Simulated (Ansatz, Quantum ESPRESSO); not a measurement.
# BaO (Fm-3m): third-order response

Wanted: vibrational spectra of BaO (Fm-3m) from linear and non-linear response.

Program: Quantum ESPRESSO 8.0 development, patched. Level of theory: DFT LDA, scalar-relativistic, plane waves, PseudoDojo norm-conserving pseudopotentials. Results are calculated unless marked as measured.

The database entry behind the starting cell differs from later determinations by our own check (about 0.7 % short), so it need not match the best structure at ambient conditions.

**1. The starting structure**

Symmetry: Fm-3m, No. 225, cubic system. Conventional cell: a = 5.500 Å, b = 5.500 Å, c = 5.500 Å, α = 90.00°, β = 90.00°, γ = 90.00°. Ba has 6 O at 2.75 Å nearest. Nearest to O lie 6 Ba at 2.75 Å. Farther neighbours and most contacts between anions are not listed.

**2. A first look**

Before anything dear is run, a loose run with smearing shows whether this is a metal and how far the cell is from rest.

probe.in reads:

```
&CONTROL
  calculation = 'scf'
  prefix      = 'x'
  outdir      = './tmp'
  pseudo_dir  = './pseudo'
  tprnfor     = .true.
  tstress     = .true.
  verbosity   = 'high'
/
&SYSTEM
  ibrav       = 0
  nat         = 2
  ntyp        = 2
  ecutwfc     = 84.0
  occupations = 'smearing'
  smearing    = 'gaussian'
  degauss     = 0.01
/
&ELECTRONS
  conv_thr         = 1.0d-07
  mixing_beta      = 0.7
  electron_maxstep = 100
/
ATOMIC_SPECIES
 Ba    137.3270  Ba.upf
 O      15.9990  O.upf
CELL_PARAMETERS angstrom
    -2.750000000    0.000000000    2.750000000
     0.000000000    2.750000000    2.750000000
    -2.750000000    2.750000000    0.000000000
ATOMIC_POSITIONS crystal
 Ba     0.000000000   0.000000000   0.000000000
 O      0.500000000   0.500000000   0.500000000
K_POINTS automatic
 6 6 6 0 0 0
```

On the command line:

```
> OMP_NUM_THREADS=1 mpirun -n 4 pw.x -nk 4 -in probe.in > probe.out
```

The log of the run:

```text
[banners, grids, parts of the stress and lines that vanish by symmetry left out]
Program PWSCF v.8.0dev
     Message from routine setup:
     using ibrav=0 with symmetry is DISCOURAGED, use correct ibrav instead
[...]
kinetic-energy cutoff     =      84.0000  Ry
     charge density cutoff     =     336.0000  Ry
     scf convergence threshold =      1.0E-07
[...]
Exchange-correlation= SLA-PW-NOGX-NOGC
                           (   1   4   0   0   0   0   0)
[...]
48 Sym. Ops., with inversion, found
[...]
(     0          1          0      )
                  (     0          0          1      )
[...]
(  0.0000000  1.0000000  0.0000000 )
                  ( -0.0000000 -0.0000000  1.0000000 )
[...]
(     1          0         -1      )
                  (     0          0         -1      )
[...]
( -0.0000000 -1.0000000 -0.0000000 )
[...]
(     0          1         -1      )
                  (     0          1          0      )
[...]
( -1.0000000  0.0000000  0.0000000 )
                  (  0.0000000  1.0000000 -0.0000000 )
[...]
number of k points=    16  Gaussian smearing, width (Ry)=  0.0100
[...]
End of self-consistent calculation
[...]
the Fermi energy is     9.4584 ev
!    total energy              =     -89.57492055 Ry
[...]
convergence has been achieved in  10 iterations
[...]
atom    1 type  1   force =     0.00000000   -0.00000000    0.00000000
     atom    2 type  2   force =     0.00000000    0.00000000    0.00000000
[...]
Total force =     0.000000     Total SCF correction =     0.000000
[...]
total   stress  (Ry/bohr**3)                   (kbar)     P=      -21.33
[...]
XML data file, charge density, pseudopotentials, collected wavefunctions

   JOB DONE.
```

The job ended after 3.9 s (4 MPI ranks of Arm Neoverse V2, shared host; 15 s of CPU time).

Numbers from this step:

```
volume per atom   : 20.80 Å³
pressure          : -2.133 GPa
gap on the k-mesh : 1.800 eV
```

A gap of 1.8 eV opens on this mesh, so the crystal is taken as an insulator; the start stands at -2.1 GPa.

**3. Relaxation**

Frequencies change by per cents with a per cent of volume, so the structure is first brought to rest at this level of theory.

relax.in reads:

```
&CONTROL
  calculation   = 'vc-relax'
  prefix        = 'x'
  outdir        = './tmp'
  pseudo_dir    = './pseudo'
  tprnfor       = .true.
  tstress       = .true.
  forc_conv_thr = 2.0d-05
  etot_conv_thr = 1.0d-07
  nstep         = 40
/
&SYSTEM
  ibrav       = 0
  nat         = 2
  ntyp        = 2
  ecutwfc     = 84.0
  occupations = 'fixed'
  nbnd        = 10
/
&ELECTRONS
  conv_thr         = 1.0d-11
  mixing_beta      = 0.7
  electron_maxstep = 100
/
&IONS
/
&CELL
  press_conv_thr = 0.2
/
ATOMIC_SPECIES
 Ba    137.3270  Ba.upf
 O      15.9990  O.upf
CELL_PARAMETERS angstrom
    -2.750000000    0.000000000    2.750000000
     0.000000000    2.750000000    2.750000000
    -2.750000000    2.750000000    0.000000000
ATOMIC_POSITIONS crystal
 Ba     0.000000000   0.000000000   0.000000000
 O      0.500000000   0.500000000   0.500000000
K_POINTS automatic
 10 10 10 0 0 0
```

On the command line:

```
> OMP_NUM_THREADS=1 mpirun -n 4 pw.x -nk 4 -in relax.in > relax.out
```

The log of the run:

```text
[banners, grids, parts of the stress and lines that vanish by symmetry left out]
[banner, memory and clock lines left out]
Program PWSCF v.8.0dev

[...]
kinetic-energy cutoff     =      84.0000  Ry
     charge density cutoff     =     336.0000  Ry
     scf convergence threshold =      1.0E-11
[...]
energy convergence thresh.=      1.0E-07
     force convergence thresh. =      2.0E-05
     press convergence thresh. =      2.0E-01
     Exchange-correlation= SLA-PW-NOGX-NOGC
                           (   1   4   0   0   0   0   0)
[...]
48 Sym. Ops., with inversion, found
[...]
number of k points=    47
[...]
End of self-consistent calculation
[...]
highest occupied, lowest unoccupied level (ev):     8.5706   10.3717
!    total energy              =     -89.57492924 Ry
[...]
convergence has been achieved in  15 iterations
[...]
atom    1 type  1   force =    -0.00000000   -0.00000000    0.00000000
     atom    2 type  2   force =     0.00000000    0.00000000   -0.00000000
     Total force =     0.000000     Total SCF correction =     0.000000
[...]
total   stress  (Ry/bohr**3)                   (kbar)     P=      -21.21
[...]
number of bfgs steps    =   0
[...]
CELL_PARAMETERS (angstrom)
[...]
ATOMIC_POSITIONS (crystal)
Ba               0.0000000000       -0.0000000000       -0.0000000000
O                0.5000000000        0.5000000000        0.5000000000
[...]
New effective cutoffs (rho, wfc):  337.19   84.61
[...]
End of self-consistent calculation
[...]
highest occupied, lowest unoccupied level (ev):     8.7269   10.4864
!    total energy              =     -89.57527976 Ry
[...]
convergence has been achieved in   7 iterations
[...]
atom    1 type  1   force =    -0.00000000   -0.00000000   -0.00000000
     atom    2 type  2   force =     0.00000000    0.00000000    0.00000000
     Total force =     0.000000     Total SCF correction =     0.000000
[...]
total   stress  (Ry/bohr**3)                   (kbar)     P=      -12.80
[...]
number of bfgs steps    =   1
[...]
CELL_PARAMETERS (angstrom)
[...]
ATOMIC_POSITIONS (crystal)
Ba               0.0000000000       -0.0000000000        0.0000000000
O                0.5000000000        0.5000000000        0.5000000000
[...]
New effective cutoffs (rho, wfc):  340.86   85.53
[...]
End of self-consistent calculation
[...]
highest occupied, lowest unoccupied level (ev):     8.9662   10.6606
!    total energy              =     -89.57546810 Ry
[...]
convergence has been achieved in   8 iterations
[...]
atom    1 type  1   force =    -0.00000000   -0.00000000    0.00000000
     atom    2 type  2   force =     0.00000000    0.00000000    0.00000000
     Total force =     0.000000     Total SCF correction =     0.000000
[...]
total   stress  (Ry/bohr**3)                   (kbar)     P=        0.65
[...]
number of bfgs steps    =   2
[...]
CELL_PARAMETERS (angstrom)
[...]
ATOMIC_POSITIONS (crystal)
[...]
New effective cutoffs (rho, wfc):  340.69   85.48
[...]
End of self-consistent calculation
[...]
highest occupied, lowest unoccupied level (ev):     8.9547   10.6522
!    total energy              =     -89.57546856 Ry
[...]
convergence has been achieved in   7 iterations
[...]
atom    1 type  1   force =     0.00000000    0.00000000    0.00000000
     atom    2 type  2   force =     0.00000000    0.00000000    0.00000000
     Total force =     0.000000     Total SCF correction =     0.000000
[...]
total   stress  (Ry/bohr**3)                   (kbar)     P=       -0.02
[...]
number of bfgs steps    =   3
[...]
small trust_radius: resetting bfgs history
[...]
CELL_PARAMETERS (angstrom)
[...]
ATOMIC_POSITIONS (crystal)
[...]
New effective cutoffs (rho, wfc):  340.69   85.48
[...]
End of self-consistent calculation
[...]
highest occupied, lowest unoccupied level (ev):     8.9548   10.6523
!    total energy              =     -89.57546856 Ry
[...]
convergence has been achieved in   3 iterations
[...]
atom    1 type  1   force =     0.00000000    0.00000000   -0.00000000
     atom    2 type  2   force =    -0.00000000    0.00000000    0.00000000
     Total force =     0.000000     Total SCF correction =     0.000000
[...]
total   stress  (Ry/bohr**3)                   (kbar)     P=       -0.01
[...]
bfgs converged in   5 scf cycles and   4 bfgs steps
[...]
End of BFGS Geometry Optimization
     Final enthalpy           =     -89.5754685556 Ry
     File ./tmp/x.bfgs deleted, as requested
[...]
CELL_PARAMETERS (angstrom)
[...]
ATOMIC_POSITIONS (crystal)
Ba               0.0000000000       -0.0000000000        0.0000000000
O                0.5000000000        0.5000000000        0.5000000000
[...]
Final scf calculation at the relaxed structure.
[...]
kinetic-energy cutoff     =      84.0000  Ry
     charge density cutoff     =     336.0000  Ry
     scf convergence threshold =      1.0E-13
[...]
press convergence thresh. =      2.0E-01
     Exchange-correlation= SLA-PW-NOGX-NOGC
                           (   1   4   0   0   0   0   0)
[...]
48 Sym. Ops., with inversion, found
[...]
number of k points=    47
[...]
End of self-consistent calculation
[...]
highest occupied, lowest unoccupied level (ev):     8.9548   10.6523
!    total energy              =     -89.57546164 Ry
[...]
convergence has been achieved in  16 iterations
[...]
atom    1 type  1   force =     0.00000000    0.00000000    0.00000000
     atom    2 type  2   force =     0.00000000    0.00000000    0.00000000
     Total force =     0.000000     Total SCF correction =     0.000000
[...]
total   stress  (Ry/bohr**3)                   (kbar)     P=       -0.09
[...]
XML data file, charge density, pseudopotentials, collected wavefunctions
```

Run time: 43 s. Hardware: 4 MPI ranks; 2.9 min of CPU time.

The steps of the relaxation:

```csv
step,energy less that of the first step (eV),largest force (eV/Å),pressure (GPa),volume (Å³)
1,0.0000,0.0000,-2.12,41.59
2,-0.0048,0.0000,-1.28,41.15
3,-0.0073,0.0000,0.07,40.48
4,-0.0073,0.0000,0.00,40.51
5,-0.0073,0.0000,0.00,40.51
6,-0.0072,0.0000,-0.01,40.51
```

| conventional cell, symmetrised | before | after | change |
| --- | --- | --- | --- |
| a (Å) | 5.500 | 5.452 | -0.9 % |
| b (Å) | 5.500 | 5.452 | -0.9 % |
| c (Å) | 5.500 | 5.452 | -0.9 % |
| volume (Å³/atom) | 20.80 | 20.26 | -2.6 % |

The relaxed structure:

```
Ba O
1.0
    -2.72596    0.00000    2.72596
     0.00000    2.72596    2.72596
    -2.72596    2.72596    0.00000
Ba O
1 1
Direct
  0.00000 0.00000 0.00000
  0.50000 0.50000 0.50000
```

The last row of the table of steps is pw.x's closing run on a basis chosen anew for the final cell, so its energy can jump.

This step gave:

```yaml
volume_per_atom: 20.26 Å³
pressure: -0.009 GPa
gap_on_the_k_mesh: 1.697 eV
```

The volume changes by -2.6 % from the cell with which this run began.

**4. Self-consistent run for the response**

The response is built on this ground state, so it is converged far tighter than an energy would need. With a gap, occupations are fixed, which also allows the response to an electric field.

scf.in reads:

```
&CONTROL
  calculation = 'scf'
  prefix      = 'x'
  outdir      = './tmp'
  pseudo_dir  = './pseudo'
  tprnfor     = .true.
  tstress     = .true.
/
&SYSTEM
  ibrav       = 0
  nat         = 2
  ntyp        = 2
  ecutwfc     = 84.0
  occupations = 'fixed'
  nbnd        = 10
/
&ELECTRONS
  conv_thr         = 1.0d-12
  mixing_beta      = 0.7
  electron_maxstep = 100
/
ATOMIC_SPECIES
 Ba    137.3270  Ba.upf
 O      15.9990  O.upf
CELL_PARAMETERS angstrom
    -2.725958162    0.000000000    2.725958162
     0.000000000    2.725958162    2.725958162
    -2.725958162    2.725958162    0.000000000
ATOMIC_POSITIONS crystal
 Ba     0.000000000   0.000000000   0.000000000
 O      0.500000000   0.500000000   0.500000000
K_POINTS automatic
 12 12 12 0 0 0
```

On the command line:

```
> OMP_NUM_THREADS=1 mpirun -n 4 pw.x -nk 4 -in scf.in > scf.out
```

The log of the run:

```text
[banners, grids, parts of the stress and lines that vanish by symmetry left out]
[banner, memory and clock lines left out]
Program PWSCF v.8.0dev

[...]
kinetic-energy cutoff     =      84.0000  Ry
     charge density cutoff     =     336.0000  Ry
     scf convergence threshold =      1.0E-12
[...]
Exchange-correlation= SLA-PW-NOGX-NOGC
                           (   1   4   0   0   0   0   0)
[...]
48 Sym. Ops., with inversion, found
[...]
number of k points=    72
[...]
End of self-consistent calculation
[...]
highest occupied, lowest unoccupied level (ev):     8.9548   10.6523
!    total energy              =     -89.57546165 Ry
[...]
convergence has been achieved in  18 iterations
[...]
atom    1 type  1   force =    -0.00000000    0.00000000   -0.00000000
     atom    2 type  2   force =     0.00000000    0.00000000    0.00000000
     Total force =     0.000000     Total SCF correction =     0.000000
[...]
total   stress  (Ry/bohr**3)                   (kbar)     P=       -0.09
[...]
XML data file, charge density, pseudopotentials, collected wavefunctions
```

The job ended after 19 s (4 MPI ranks; 74 s of CPU time).

The cell stands at -0.009 GPa, close enough for phonons.

(Continued in part 2 of 3.)

[Host names and launcher messages were left out of these logs when they were recorded.]

[Logs are printed without paths, hosts, clocks, repeated set-up lines and the standing remarks that a program may print on its own settings, such as how far it seeks lower states.]

[Hosts, paths, dates, database ids (printed as entryN), source tags and the programs' standing remarks are cut or masked in the printed files.]
